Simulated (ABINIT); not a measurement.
Write the native input for ABINIT 10.8.3 (patched build) that does the following.

```yaml
Task: single point
Functional: PBEsol
Potentials_or_basis: PseudoDojo NC SR PBEsol v0.4 stringent
Cutoff: 1143 eV
k_mesh: 10 × 10 × 10
Occupations: fermi-dirac, width 0.05 eV
Spin: no spin polarisation
```

TiAl3:

```
Ti Al
1.0
    -1.91111    1.91111    4.28067
     1.91111   -1.91111    4.28067
     1.91111    1.91111   -4.28067
Ti Al
1 3
Direct
  0.00000 0.00000 0.00000
  0.25000 0.75000 0.50000
  0.75000 0.25000 0.50000
  0.50000 0.50000 0.00000
```

The cell comes from a database or a generator and needn't be the stable form of this composition.

The input as run:

run.abi

```
# Pseudopotentials
pp_dirpath "./"
pseudos "Ti.upf, Al.upf"

# Structure
acell 3*1.0
rprim
    -3.6114683927     3.6114683927     8.0892916522
     3.6114683927    -3.6114683927     8.0892916522
     3.6114683927     3.6114683927    -8.0892916522
ntypat 2
znucl 22 13
natom 4
typat 1 2 2 2
xred
     0.0000000000     0.0000000000     0.0000000000
     0.2500000000     0.7500000000     0.5000000000
     0.7500000000     0.2500000000     0.5000000000
     0.5000000000     0.5000000000     0.0000000000

# Plane-wave basis
ecut 42.0

# k points
kptopt 1
ngkpt 10 10 10
nshiftk 1
shiftk 0.0 0.0 0.0

# Exchange and correlation
ixc -116133

# Bands and occupations
nband 15
occopt 3
tsmear 0.05 eV

# SCF cycle
nstep 100
tolvrs 1.0e-10

# Output
iomode 3
prtwf 0
prtden 0
prteig 0
prtebands 0
enunit 2
```

Potentials or basis: PseudoDojo NC SR PBEsol v0.4 stringent.

Run with:

```console
$ abinit run.abi > log 2>&1
```

It gave:

| Item | Value |
| --- | --- |
| Pressure | -0.6 GPa |
| Band gap on the k mesh | none (metal or under the smearing width) |
| Valence electrons inside the program's atomic spheres | Ti 9.56; Al 0.93, 0.94 |

Run time: 6.8 min on 1 thread of Intel(R) Xeon(R) 6975P-C (Granite Rapids), with other jobs on the host, peak memory 0.24 GiB.
